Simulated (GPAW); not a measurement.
# Mg (P6_3/mmc) in GPAW: single point with PBE

Aim: the single point of Mg with PBE.

Program: GPAW 26.7.0. These are calculated values, not measurements. Logs are shortened: lines on timing, memory, paths and dates and some standing lists are left out, and cuts for length are marked. The log counts tension as positive stress, the text compression.

## Step 1: The structure

The structure is hexagonal, space group P6_3/mmc (No. 194). Conventional cell: a = 3.209 Å, b = 3.209 Å, c = 5.210 Å, α = 90.00°, β = 90.00°, γ = 120.00°. Around Mg (site symmetry -6m2) lie 12 Mg at 3.20 to 3.21 Å.

## Step 2: Single point, PBE

Mg.cif reads:

```cif
data_Mg
_cell_length_a 3.20930000
_cell_length_b 3.20930000
_cell_length_c 5.21030000
_cell_angle_alpha 90.00000000
_cell_angle_beta 90.00000000
_cell_angle_gamma 120.00000000
_space_group_name_H-M_alt 'P1'
_space_group_name_Hall 'P 1'
_space_group_IT_number 1
loop_
_space_group_symop_operation_xyz
'x,y,z'
loop_
_atom_site_label
_atom_site_type_symbol
_atom_site_symmetry_multiplicity
_atom_site_Wyckoff_symbol
_atom_site_fract_x
_atom_site_fract_y
_atom_site_fract_z
_atom_site_occupancy
Mg1 Mg 1 a 0.6666666667 0.3333333333 0.7500000000 1
Mg2 Mg 1 a 0.3333333333 0.6666666667 0.2500000000 1
```

Potentials or basis: GPAW PAW data sets (gpaw-data 1.2.1), pw.

On the command line:

```bash
> OMP_NUM_THREADS=1 gpaw run Mg.cif -p 'mode=PW(800),xc=PBE,kpts={size:(10,10,5),gamma:True},occupations={name:fermi-dirac,width:0.05},nbands=19,convergence={density:1e-05,energy:1e-05},maxiter=150,txt=gpaw.txt' --properties efs -w gs.gpw
```

Standard output:

```text
__  _  _
 | _ |_)|_||  |
 |__||  | ||/\| - 26.7.0

Input parameters:
  mode=PW(ecut=800.0),
  convergence={'density': 1e-05, 'energy': 1e-05},
  kpts=MonkhorstPack(size=[10, 10, 5], gamma=True),
  maxiter=150,
  nbands=19,
  occupations=Occupations(name='fermi-dirac', width=0.05),
  xc=XC(name='PBE')

Diagonalizing LCAO Hamiltonian
Converting LCAO to pw mode

           Mg

        Mg

Atoms  # Å, Bohr magnetons
|   | symbol |         x |        y |        z |    initial magnetic moments |
|---|--------|-----------|----------|----------|-----------------------------|
| 0 |     Mg |  1.604650 | 0.926445 | 3.907725 | ( 0.0000,  0.0000,  0.0000) |
| 1 |     Mg | -0.000000 | 1.852890 | 1.302575 | ( 0.0000,  0.0000,  0.0000) |

Unit cell  # Å
| periodic |         x |        y |        z |  lengths |     angles |
|----------|-----------|----------|----------|----------|------------|
|      yes |  3.209300 | 0.000000 | 0.000000 | 3.209300 |  90.000000 |
|      yes | -1.604650 | 2.779335 | 0.000000 | 3.209300 |  90.000000 |
|      yes |  0.000000 | 0.000000 | 5.210300 | 5.210300 | 120.000000 |

Number of symmetries: 12
Symmetry operations  # r_c * U_cc + t_c -> r_c
|    | kind |            matrix            |
|----|------|------------------------------|
|  0 |  σ   |  1, 1, 0,  0,-1, 0,  0, 0, 1 |
|  1 |  S6  |  1, 1, 0, -1, 0, 0,  0, 0,-1 |
|  2 |  E   |  1, 0, 0,  0, 1, 0,  0, 0, 1 |
|  3 |  C2  |  1, 0, 0, -1,-1, 0,  0, 0,-1 |
|  4 |  C2  |  0, 1, 0,  1, 0, 0,  0, 0,-1 |
|  5 |  C3  |  0, 1, 0, -1,-1, 0,  0, 0, 1 |
|  6 |  S6  |  0,-1, 0,  1, 1, 0,  0, 0,-1 |
|  7 |  σ   |  0,-1, 0, -1, 0, 0,  0, 0, 1 |
|  8 |  σ   | -1, 0, 0,  1, 1, 0,  0, 0, 1 |
|  9 |  i   | -1, 0, 0,  0,-1, 0,  0, 0,-1 |
| 10 |  C3  | -1,-1, 0,  1, 0, 0,  0, 0, 1 |
| 11 |  C2  | -1,-1, 0,  0, 1, 0,  0, 0,-1 |

BZ-sampling:
  Number of BZ points: 500
  Number of IBZ points: 58

  Monkhorst-Pack size: [10, 10, 5]
  Monkhorst-Pack shift: [0.05, 0.05, 0.0]

K-points  # in reciprocal-cell coordinates
|     |                                coordinates |     weight |
|-----|--------------------------------------------|------------|
|   0 | (  0.00000000,   0.00000000,   0.00000000) | 0.00200000 |
|   1 | (  0.00000000,   0.00000000,   0.20000000) | 0.00400000 |
|   2 | (  0.00000000,   0.00000000,   0.40000000) | 0.00400000 |
|   3 | (  0.10000000,   0.00000000,  -0.40000000) | 0.01200000 |
|   4 | (  0.10000000,   0.00000000,  -0.20000000) | 0.01200000 |
|   5 | (  0.10000000,   0.00000000,   0.00000000) | 0.01200000 |
|   6 | (  0.10000000,   0.00000000,   0.20000000) | 0.01200000 |
|   7 | (  0.10000000,   0.00000000,   0.40000000) | 0.01200000 |
|   8 | (  0.20000000,  -0.10000000,   0.00000000) | 0.01200000 |
|   9 | (  0.20000000,  -0.10000000,   0.20000000) | 0.02400000 |
| ... |                                            |            |
|  57 | (  0.50000000,   0.50000000,   0.40000000) | 0.01200000 |

Plane wave coefficients: 2430
Cutoff: 800.0 eV

Spin-components: 1 (collinear spins)
Bands:           19
Projectors:      10
Spin-degeneracy: 2
Datatype:        complex128

Density:
  Valence electrons: 20.0
  Components: 1
  Grid points: [21 21 35]
  Charge: 0.0  # |e|

Potential:
  Grid points: [21 21 35]

species:
  Mg:
    name:    Magnesium
    Z:       12.0
    valence: 10
    core:    2
    charge:  0.0  # [|e|]
    compensation charges:
      type: gauss
      rc: 0.33  # [Å]
      lmax: 2
    cutoffs:
      filter: 1.86  # [Å]
      core: 0.54  # [Å]
    projectors
    | kind |    occ | energy [eV] | rcut [Å] |
    |------|--------|-------------|----------|
    |   2s |  2.000 |     -79.840 |    1.090 |
    |   3s |  2.000 |      -4.705 |    1.090 |
    |   2p |  6.000 |     -46.613 |    1.085 |
    |   3p |  0.000 |      -1.330 |    1.085 |
    |    d |        |       0.000 |    1.037 |

    Using partial waves for Mg as LCAO basis

Reference energy: -10899.289777  # eV

eigensolver:
  PPCG
  Converge bands: occupied
  niter=2

density mixing:
  MSR1-Mixer
  Pratt-step length: 0.05
  Maximum mixing coefficient: 0.75
  Old densities: 10
  SVD Regularization: 0.005
  Good broyden scale: 1.0
  Trust region scale: 1.0
  Backstep threshold: 4.0
  History deletion threshold: 6.0
  Fourier metric: weight=20.0, sigma=0.015

occupation numbers:
  Fermi-Dirac:
    width: 0.0500  # eV

poisson solver:
  ecut: 6400.0  # eV

xc functional:
[... 9 lines left out ...]
|iter     | |      energy | eigst |  dens |
|---------|-|-------------|-------|-------|
|iter:   1| |   -3.227495 | +0.27 |       |
|iter:   2| |   -3.228285 | -2.15 | -1.56 |
|iter:   3| |   -3.229398 | -2.46 | -1.59 |
|iter:   4| |   -3.232001 | -3.03 | -2.08 |
|iter:   5| |   -3.232059 | -4.73 | -3.04 |
|iter:   6| |   -3.232064c| -5.69 | -3.79 |
|iter:   7| |   -3.232065c| -6.46 | -4.24 |
|iter:   8| |   -3.232065c| -8.21c| -5.40c|

Converged in 8 steps
Energy contributions relative to reference atoms: (reference = -10899.289777)

Energy contributions:
  Kinetic:          -3.752749
  Coulomb:           5.973192
  Zero:             -0.046234
  External:          0.000000
  Xc:               -5.400326
  Entropy:          -0.011900
  Spinorbit:         0.000000
  ----------------------------
  Free energy:      -3.238015
  Extrapolated:     -3.232065

dipole moment: (0.000000, 0.000000, 0.000000)  # |e|*Ang

Fermi level: 3.513
Eigenvalues  # (at kpt = [0.000, 0.000, 0.000])
| band index |      eig [eV] | occ [0-2] |
|------------|---------------|-----------|
|          0 |       -72.654 |     2.000 |
|        ... |               |           |
|          3 |       -39.421 |     2.000 |
|          4 |       -39.421 |     2.000 |
|          5 |       -39.417 |     2.000 |
|          6 |       -39.417 |     2.000 |
|          7 |       -39.416 |     2.000 |
|          8 |        -3.391 |     2.000 |
[... 8 lines left out ...]
|         17 |        17.885 |     0.000 |
|         18 |        17.951 |     0.000 |

No gap
No difference between direct/indirect transitions

Forces  # eV/Ang
|        x |        y |        z |
|----------|----------|----------|
|  0.00000 | -0.00000 |  0.00002 |  # Mg   0
| -0.00000 |  0.00000 | -0.00002 |  # Mg   1

Stress tensor  # eV/Ang^3
|        x |         y |         z |
|----------|-----------|-----------|
| 0.005207 |  0.000000 |  0.000000 |
| 0.000000 |  0.005207 |  0.000000 |
| 0.000000 | -0.000000 | -0.002014 |

# Writing to gs.gpw (mode='')
```

It took 65 s on 1 thread of Arm Neoverse N1, shared host; peak memory 0.2 GiB.

What came out:

- Free energy: -3.2380 eV
- Pressure: -0.4 GPa
- Band gap on the k mesh: none (metal or under the smearing width)
